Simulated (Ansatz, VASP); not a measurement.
## Te: VASP beside Ansatz

```xyz
1
Lattice="-1.8260 1.8260 1.8260 1.8260 -1.8260 1.8260 1.8260 1.8260 -1.8260" Properties=species:S:1:pos:R:3 pbc="T T T"
Te    0.0000    0.0000    0.0000
```

Alike in both runs: functional PBEsol; k mesh 14 × 14 × 14; occupations fermi-dirac, width 0.1 eV; no spin polarisation.

Ansatz relaxed the structure, and its values are those at the end. VASP's run is a single point on that final structure, the one shown.

|  | VASP | Ansatz |
| --- | --- | --- |
| version | VASP 6.6.1 | Ansatz 0.2.0 |
| potentials or method | VASP PAW PBE potentials, release 64 (Te), cutoff 520 eV | all-electron LAPW, scalar-relativistic |

VASP gave:

```
pressure (GPa) : 9.0
```

Question: Estimate Ansatz's values.

Answer: Pressure (GPa): 8.9.

Ansatz ran all-electron here, so the differences hold the error of VASP's frozen core and of both bases.

Caveats: the PAW data sets were made with another functional, which shifts forces and pressure a little (VASP). The runs have no spin-orbit coupling, so splittings on Te are missing.
